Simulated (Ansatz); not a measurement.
# TaS2 (P-3m1) in Ansatz: a series of runs

Aim: see how the results for TaS2 move with the level of theory and the settings. Levels: PBEsol, BLYP+D4. Tasks: single point, relaxation of cell and atoms.

Program: Ansatz 0.2.0. These are calculated values, not measurements. Logs are shortened: lines on timing, memory, paths and dates and some standing lists are left out, and cuts for length are marked.

**1. The structure**

It takes space group P-3m1 (No. 164, trigonal). The conventional cell has a = 3.350 Å, b = 3.350 Å, c = 5.860 Å, α = 90.00°, β = 90.00°, γ = 120.00°. Ta (site symmetry -3m) is surrounded by 6 S at 2.43 Å. S (site symmetry 3m) has 3 Ta at 2.43 Å as nearest neighbours.

**2. Single point, PBEsol**

The input, input.yaml:

```yaml
crystal:
  lattice:
    - [3.35, 0.0, 0.0]
    - [-1.675, 2.9011851027, 0.0]
    - [0.0, 0.0, 5.86]
  atoms:
    - { symbol: Ta, position: [0.0, 0.0, 0.0] }
    - { symbol: S, position: [0.6666666667, 0.3333333333, 0.75] }
    - { symbol: S, position: [0.3333333333, 0.6666666667, 0.25] }
kpoints:
  mp_grid: { grid: [9, 9, 5] }
scf:
  occupations: { method: gaussian, width: 0.05 }
hamiltonian:
  xc: pbesol
  pseudopotentials: { kind: all_electron, lapw: { basis_error: 0.002 } }
output:
  forces: true
  stress: true
  eigenvalues: true
```

Potentials or basis: all-electron LAPW, scalar-relativistic.

Started as:

```bash
$ ansatz run input.yaml --threads 2 --pin off --max-ram 6144MiB --backend cpu --events-out ev --progress --plain --runs-dir out
```

The program printed:

```text
Warning: RAYON_NUM_THREADS=2 ignored (pool sized by the plan → 2); use --threads N
LAPW: plane waves up to 8.236 Å⁻¹, error target 2.0e-3 eV per atom; small_component_spin mean_spin; S in spheres of 1.033 Å, 14 of its electrons in bands, Dirac shells []; Ta in spheres of 1.394 Å, 37 of its electrons in bands, Dirac shells [] (how accurate: hamiltonian.pseudopotentials.lapw.basis_error, Limitations)
Engine: ansatz 0.2.0, x86_64-unknown-linux-gnu
Pseudopotentials: kind: all_electron
Pseudopotential: Ta, LAPW, valence charge 37, lapw/all_electron/scalar/gaussian/Ta, Koelling and Harmon's equation, gaussian nucleus
Pseudopotential: S, LAPW, valence charge 14, lapw/all_electron/scalar/gaussian/S, Koelling and Harmon's equation, gaussian nucleus
Functional definition: PBEsol
  exchange = pbesol_x
  correlation = pbesol_c
Crystal: 3 atoms, lattice volume = 56.953 Å³
Basis set: ecut = 258.4424045463257 eV, 549 PW (Γ), exchange–correlation at level 2
Bands: 39, of which v1, the nominal top of the filled ones, is band 33 counted from 1 (32 counted from 0)
Symmetry: 12 space group operations
Space group: P-3m1 (ITA 164), of the structure as read, at distance tolerance 3.8e-5 Å
k-points: 50 of 405
Non-local potential: Ta, projectors of the file, none
Non-local potential: S, projectors of the file, none
Initial density: superposition of atomic densities (chi_scale 0.1, normalization cell, long waves kept (reshape's long-wave potential 0.17 eV rms))
Initial wavefunctions: plane waves of lowest kinetic energy (no species holds an atomic orbital)
Functional: x = pbesol(κ = 0.804, μ = 0.12345679012345678), c = pbesol(β = 0.046)
iter 1 solved again at ethr=1.93e-3 eV; its pass at ethr=1.00e-1 eV (dr2=1.25e0 eV) is discarded
SCF iter   1: F=—  HF=-446138.175098 eV  |F-HF|=—  |Δ(HF+E_count)|=         —  Δρ=4.28e-2  dr2=1.25e0  ethr=1.93e-3  ⟨swp⟩=2.0  Hψ=13002  notcnv=0
preconditioner: auto → LDOS  [metal: Δε(μ)=0.048 eV  Ē_g=16.356 eV  σ=0.050 eV  W_gap=0.50  n_scr=22 (ndim 8)  ℏωp=27.4 eV  f_vac=0.112  D(μ)=1.23/eV (n_scr^D=2)  β→1.0]
SCF iter   2: F=—  HF=-446137.896975 eV  |F-HF|=—  |Δ(HF+E_count)|=   2.78e-1  Δρ=2.45e-2  dr2=3.86e-1  ethr=1.93e-3  ⟨swp⟩=3.0  Hψ=6579  notcnv=0
iter 3 solved again at ethr=5.50e-5 eV; its pass at ethr=5.95e-4 eV (dr2=3.57e-2 eV) is discarded
SCF iter   3: F=—  HF=-446137.672597 eV  |F-HF|=—  |Δ(HF+E_count)|=   2.24e-1  Δρ=6.50e-3  dr2=3.57e-2  ethr=5.50e-5  ⟨swp⟩=2.0  Hψ=10415  notcnv=0
SCF iter   4: F=—  HF=-446137.629736 eV  |F-HF|=—  |Δ(HF+E_count)|=         —  Δρ=3.26e-3  dr2=7.73e-3  ethr=5.50e-5  ⟨swp⟩=2.0  Hψ=5593  notcnv=0
the basis was enlarged: its passes take 3.4 MiB over the memory plan, 2 of 2 planned eigensolver slots
SCF iter   5: F=—  HF=-446137.625601 eV  |F-HF|=—  |Δ(HF+E_count)|=   4.13e-3  Δρ=7.57e-4  dr2=4.74e-4  ethr=1.19e-5  ⟨swp⟩=2.0  Hψ=5537  notcnv=0
SCF iter   6: F=—  HF=-446137.625568 eV  |F-HF|=—  |Δ(HF+E_count)|=   3.33e-5  Δρ=1.76e-4  dr2=2.39e-5  ethr=7.29e-7  ⟨swp⟩=2.0  Hψ=5536  notcnv=0
SCF iter   7: F=—  HF=-446137.625568 eV  |F-HF|=—  |Δ(HF+E_count)|=   2.76e-7  Δρ=2.52e-5  dr2=2.81e-7  ethr=3.68e-8  ⟨swp⟩=2.1  Hψ=5543  notcnv=0
SCF iter   8: F=-446137.625568 eV  HF=-446137.625568 eV  |F-HF|=3.78e-9  |Δ(HF+E_count)|=   4.21e-8  Δρ=3.96e-6  dr2=5.24e-9  ethr=4.32e-10  ⟨swp⟩=3.0  Hψ=5882  notcnv=0
SCF 1 converged in 8 iterations: F = -446137.625568 eV  dr2 = 5.24e-9
SCF converged after 8 iterations
Free energy (F): -446137.625568 eV
Harris-Foulkes:  -446137.625568 eV  (|F-HF|=3.78e-9)
Internal energy: -446137.622298 eV  (E = F + TS)
E sigma→0 (E₀):  -446137.623933 eV
Entropy (-TS):   -0.003270 eV (-1.090 meV/atom)
Fermi energy:    13.107769 eV
--- Per-component energies (eV) ---
  E_band       = -4687.708357
  E_kinetic    = 495541.801083
  E_xc         = -9858.675220
  E_electrostatic = -931820.748162  (all electrons and nuclei)
  E_smearing   = -0.003270  (= −TS)
  E_closure    = 0.000000  (closes the sum)
  E_atoms      = -446115.236460  (free atoms, spherical and without spin; not in F)
  Σ components = -446137.625568   (vs F -446137.625568, Δ=0.00e0)
  Basis errors (estimates in eV, not in F): energy 9.4e-4 per atom: plane waves 8.6e-4 (5.0e-4 summed), levels above the bands 0.0e0, relativity 4.8e-8, radial functions 7.1e-5, core shells 2.7e-6; eigenvalues (radial functions only) 2.8e-6; not estimated: angular momenta, meshes, grids; target (lapw.basis_error) 2.0e-3; muffin-tin radii S 1.033 Å, Ta 1.394 Å
--- Forces (eV/Å), atoms counted from 1 ---
  atom   1  Ta    -0.00000000     0.00000000     0.00000000
  atom   2  S     -0.00000000     0.00000000    -0.99549877
  atom   3  S      0.00000000     0.00000000     0.99549877
  max |Σ_I F_I| component: 5.26e-31 eV/Å
--- Stress (GPa, compression-positive) ---
        2.533101      -0.000000       0.000000
        0.000000       2.533101       0.000000
        0.000000       0.000000       8.102480
  P = ⅓ Tr σ = 4.3896 GPa (43.896 kbar)
--- Band table (eV; the first three rows and the last of 50) ---
  k-point 0: bands = ["-204.2986", "-204.2986", "-204.2741", "-204.2683", "-204.2683", "-192.3158", "-192.3158", "-137.3716", "-137.3716", "-137.3716", "-137.3716", "-137.3585", "-137.3585", "-55.5401", "-22.0598", "-22.0182", "-22.0182", "-7.4031", "-7.3699", "-7.3561", "-7.3561", "-7.3450", "-7.3340", "-7.3340", "-2.0120", "0.1070", "6.1144", "8.8644", "8.8644", "11.8209", "12.3696", "12.3696", "13.1284", "13.1284", "13.3687", "17.2203", "17.2203", "18.2202", "18.5618"]
  k-point 1: bands = ["-204.2986", "-204.2986", "-204.2741", "-204.2683", "-204.2683", "-192.3158", "-192.3158", "-137.3716", "-137.3716", "-137.3716", "-137.3716", "-137.3585", "-137.3585", "-55.5401", "-22.0598", "-22.0182", "-22.0182", "-7.4031", "-7.3699", "-7.3561", "-7.3561", "-7.3450", "-7.3340", "-7.3340", "-1.9329", "-0.0587", "6.4622", "8.8741", "8.8741", "10.9653", "12.3204", "12.3204", "13.1183", "13.1183", "13.8849", "17.3609", "17.3609", "18.2255", "19.0885"]
  k-point 2: bands = ["-204.2986", "-204.2986", "-204.2741", "-204.2683", "-204.2683", "-192.3158", "-192.3158", "-137.3716", "-137.3716", "-137.3716", "-137.3716", "-137.3585", "-137.3584", "-55.5401", "-22.0600", "-22.0182", "-22.0182", "-7.4032", "-7.3699", "-7.3561", "-7.3561", "-7.3450", "-7.3340", "-7.3340", "-1.7752", "-0.3459", "7.2043", "8.8901", "8.8901", "9.7866", "12.2436", "12.2436", "13.1015", "13.1015", "14.3058", "17.6025", "17.6025", "18.4370", "19.9510"]
  k-point 49: bands = ["-204.2986", "-204.2986", "-204.2741", "-204.2683", "-204.2683", "-192.3158", "-192.3158", "-137.3716", "-137.3716", "-137.3716", "-137.3716", "-137.3584", "-137.3584", "-55.5251", "-22.2311", "-22.2311", "-21.9914", "-7.3906", "-7.3796", "-7.3547", "-7.3547", "-7.3399", "-7.3399", "-7.3342", "0.2021", "0.2021", "7.5264", "7.5264", "7.5960", "9.3971", "9.5721", "9.5721", "14.3374", "14.6216", "14.6216", "18.1116", "18.1116", "20.1612", "21.4847"]
```

It took 24 s on 2 threads of Intel Xeon at 2.50GHz (Skylake/Cascade Lake), shared host; peak memory 0.44 GiB.

What came out:

- Free energy: -446137.6256 eV
- Pressure: 4.4 GPa
- Largest force: 0.995 eV/Å
- Band gap on the k mesh: none (metal or under the smearing width)

Forces on the atoms (eV/Å):
```
Ta   0.000  0.000  0.000
S    0.000  0.000 -0.995
S    0.000  0.000  0.995
```

Stress tensor (GPa, compression positive):
```
2.53 0.00 0.00
0.00 2.53 0.00
0.00 0.00 8.10
```

Levels at points of the mesh, in eV from the Fermi level:
| k point | band 30 | band 31 | band 32 | band 33 | band 34 | band 35 | band 36 | band 37 |
| --- | --- | --- | --- | --- | --- | --- | --- | --- |
| (0.00, 0.00, 0.00) | -1.29 | -0.74 | -0.74 | 0.02 | 0.02 | 0.26 | 4.11 | 4.11 |

Caveat: this functional lacks dispersion, which binds the layers, so the pressure and a relaxed spacing across them are unreliable. Spin-orbit coupling is left out, which matters for the levels of Ta.

**3. Relaxation of cell and atoms, BLYP+D4**

Changes to input.yaml since step 2:

```diff
@@ -12,5 +12,6 @@
 scf:
-  occupations: { method: gaussian, width: 0.05 }
+  occupations: { method: fermi_dirac, width: 0.05 }
 hamiltonian:
-  xc: pbesol
+  xc: blyp
+  dispersion: d4
   pseudopotentials: { kind: all_electron, lapw: { basis_error: 0.002 } }
@@ -19,2 +20,5 @@
   stress: true
-  eigenvalues: true
+relax:
+  f_tol: 0.01
+  max_steps: 60
+  cell: {}
```

Potentials or basis: all-electron LAPW, scalar-relativistic.

Started as:

```bash
$ ansatz run input.yaml --threads 2 --pin off --max-ram 6144MiB --backend cpu --events-out ev --progress --plain --runs-dir out
```

The program printed:

```text
Warning: RAYON_NUM_THREADS=2 ignored (pool sized by the plan → 2); use --threads N
The last accepted step is kept in <dir> (removed where the run ends without a failure and the disk answers)
LAPW: plane waves up to 8.581 Å⁻¹, error target 2.0e-3 eV per atom; small_component_spin mean_spin; S in spheres of 1.002 Å, 14 of its electrons in bands, Dirac shells []; Ta in spheres of 1.352 Å, 43 of its electrons in bands, Dirac shells [] (how accurate: hamiltonian.pseudopotentials.lapw.basis_error, Limitations)
[... 2 set-up lines as earlier in the session ...]
Pseudopotential: Ta, LAPW, valence charge 43, lapw/all_electron/scalar/gaussian/Ta, Koelling and Harmon's equation, gaussian nucleus
[... 1 set-up line as earlier in the session ...]
Functional definition: BLYP
  parameter beta = 0.0042
  parameter a = 0.04918
  parameter b = 0.132
  parameter c = 0.2533
  parameter d = 0.349
  exchange = b88_x(beta = beta)
  correlation = lyp_c(a = a, b = b, c = c, d = d)
[... 100 lines left out ...]
  E_smearing   = -0.014869  (= −TS)
  E_closure    = 0.000000  (closes the sum)
  E_atoms      = -446312.004635  (free atoms, spherical and without spin; not in F)
  Σ components = -446332.341280   (vs F -446332.341280, Δ=0.00e0)
  Basis errors (estimates in eV, not in F): energy 1.1e-3 per atom: plane waves 9.5e-4 (5.4e-4 summed), levels above the bands 4.5e-62, relativity 2.5e-7, radial functions 1.1e-4, core shells 6.1e-8; eigenvalues (radial functions only) 9.9e-7; not estimated: angular momenta, meshes, grids; target (lapw.basis_error) 2.0e-3; muffin-tin radii S 1.010 Å, Ta 1.363 Å
--- Forces (eV/Å), atoms counted from 1 ---
  atom   1  Ta     0.00000000    -0.00000000     0.00000000
  atom   2  S     -0.00000000    -0.00000000     0.00117208
  atom   3  S      0.00000000     0.00000000    -0.00117208
  max |Σ_I F_I| component: 3.29e-31 eV/Å
--- Stress (GPa, compression-positive) ---
        0.010516       0.000000       0.000000
        0.000000       0.010516      -0.000000
        0.000000      -0.000000      -0.002211
  P = ⅓ Tr σ = 0.0063 GPa (0.063 kbar)
--- Relaxed structure (5 steps of the walk, 5 accepted, 1 SCFs on fresh bases) ---
  F+E_penalty+E_count = -446332.34128012 eV   max|allowed force component| = 1.172e-3 eV/Å   (the final SCF, on the basis selected at the relaxed cell)
  cell:  # Å, volume = 58.4088 Å³
    - [3.401297592716648, 1.2297422610999318e-33, 3.7827295686569444e-18]
    - [-1.700648796358324, 2.9456101211234746, -1.891364784328475e-18]
    - [6.616953812610476e-18, -8.60452495524551e-33, 5.829867716003768]
  atoms:
    - { symbol: Ta, position: [-1.0942497019718155e-34, 5.621339840476277e-35, -7.894077251316528e-19] }
    - { symbol: S, position: [0.6666666666666667, 0.33333333333333337, 0.7379600629853084] }
    - { symbol: S, position: [0.33333333333333337, 0.6666666666666667, 0.26203993701469164] }
```

Wall time 2.1 min (2 threads of Intel Xeon at 2.50GHz (Skylake/Cascade Lake), shared host); peak memory 0.49 GiB.

Results:

```yaml
Free_energy: -446332.3413 eV
Relaxed_volume: 19.47 Å³/atom
Relaxed_cell: a = 3.401 Å, b = 3.401 Å, c = 5.830 Å, α = 90.00°, β = 90.00°, γ = 120.00°
Space_group_after_relaxing_to_0.05_Å: P-3m1 (No. 164)
Energy_gained_by_relaxing: 46.7 meV/atom
Ionic_steps: 6
Pressure_after_relaxing: 0.0 GPa
```

The path:
```tsv
step	energy change (eV)	largest force (eV/Å)	volume (Å³)
1	0.0000	1.4842	56.95
2	-0.0730	0.8948	56.08
3	-0.1371	0.0218	58.49
4	-0.1396	0.0099	58.42
5	-0.1401	0.0012	58.41
6	-0.1401	0.0012	58.41
```

Final structure:
```
Ta S
1.0
     3.40130    0.00000    0.00000
    -1.70065    2.94561    0.00000
     0.00000    0.00000    5.82987
Ta S
1 2
Direct
  0.00000 0.00000 0.00000
  0.66667 0.33333 0.73796
  0.33333 0.66667 0.26204
```
